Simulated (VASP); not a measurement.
Runs of VASP 6.6.1 on CdF2. It takes space group R3m (No. 160, trigonal). The conventional cell has a = 3.746 Å, b = 3.746 Å, c = 9.176 Å, α = 90.00°, β = 90.00°, γ = 120.00°. Cd (site symmetry 3m) has 7 F at 2.11 to 2.36 Å as nearest neighbours. F (site symmetry 3m) is surrounded by 4 Cd at 2.11 to 2.36 Å. Around F (site symmetry 3m) lie 4 Cd at 2.24 to 2.48 Å. 

| cell | gap on the mesh (eV) | pressure (GPa) | largest force (eV/Å) |
| --- | --- | --- | --- |
| all Cd atoms moved +0.188 Å, as atom 1 along Cartesian [1 1 1] | 3.01 | (c) | (d) |
| all Cd atoms moved -0.300 Å, as atom 1 along Cartesian [1 1 1] | 2.96 | 8.2 | 2.95 |
| all Cd atoms moved +0.075 Å, as atom 1 along Cartesian [1 1 1] | (a) | 1.6 | 0.51 |
| all Cd atoms moved +0.263 Å, as atom 1 along Cartesian [1 1 1] | 3.00 | 6.4 | (b) |

Alike in all rows: task single point; level LDA; potentials or basis VASP PAW LDA potentials, release 64 (Cd, F); no spin polarisation; k mesh 8 × 8 × 8; cutoff (eV) 520; smearing gaussian 0.05 eV.

Q: Estimate the missing entries.

A: (a) 2.98; (b) 2.36; (c) 3.8; (d) 1.46.

Caveats: forces of over 1 eV/Å show positions far from the minimum, so gaps and moduli don't describe the material at rest (some runs).

A k mesh can miss the band edges, and the runs leave out spin-orbit coupling on Cd.
